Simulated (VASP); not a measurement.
Write the native input for VASP 6.6.1 that does the following.

* Task: relaxation of cell and atoms
* Functional: revPBE
* Dispersion: D2
* Potentials or basis: VASP PAW PBE potentials, release 64 (Al, N)
* Cutoff: 600 eV
* k mesh: 11 × 11 × 11
* Occupations: fermi-dirac, width 0.05 eV
* Spin: no spin polarisation
* Further INCAR settings: ALGO = Normal; EDIFF = 1e-07; IBRION = 2; EDIFFG = -0.01; NSW = 40; ISIF = 3

The structure of AlN lies in POSCAR:

```
AlN
1.0
    0.0000000000      2.0345180000      2.0345180000
    2.0345180000      0.0000000000      2.0345180000
    2.0345180000      2.0345180000      0.0000000000
Al N
1 1
Direct
    0.5000000000      0.5000000000      0.5000000000
    0.0000000000      0.0000000000      0.0000000000
```

Measurements of this composition are mostly on another form, of space group No. 186.

One way to write it, as run:

INCAR

```
SYSTEM = AlN
  ALGO = Normal
  EDIFF = 1E-7
  EDIFFG = -0.01
  ENCUT = 600
  GGA = RE
  IBRION = 2
  ISIF = 3
  ISMEAR = -1
  IVDW = 1
  LASPH = .True.
  LCHARG = .False.
  LREAL = .False.
  LWAVE = .False.
  NELM = 80
  NSW = 40
  PREC = Accurate
  SIGMA = 0.05
```

KPOINTS

```
k-points
0
Gamma
  11 11 11
  0 0 0
```

Potentials or basis: VASP PAW PBE potentials, release 64 (Al, N).

Command:

```console
$ cat potpaw_PBE.64/Al/POTCAR potpaw_PBE.64/N/POTCAR > POTCAR
$ mpirun -np 1 vasp_std > vasp.out
```

Results of the run:

```json
{
 "Relaxed volume": "8.22 Å³/atom",
 "Relaxed cell": "a = 2.854 Å, b = 2.854 Å, c = 2.854 Å, α = 60.00°, β = 60.00°, γ = 60.00°",
 "Space group after relaxing (to 0.05 Å)": "Fm-3m (No. 225)",
 "Energy gained by relaxing": "3.7 meV/atom",
 "Ionic steps": "3",
 "Pressure after relaxing": "0.0 GPa",
 "Band gap on the k mesh": "4.88 eV, indirect (least direct gap 5.77 eV)",
 "Dispersion energy per atom": "-0.490 eV"
}
```

Caveat: the PAW data sets were made with another functional, which shifts forces and pressure a little; an odd mesh through Γ misses points on the zone boundary, where band edges often lie.

Wall time 6.7 s on 1 thread of Intel(R) Xeon(R) 6975P-C (Granite Rapids) (shared host), peak memory 0.14 GiB.
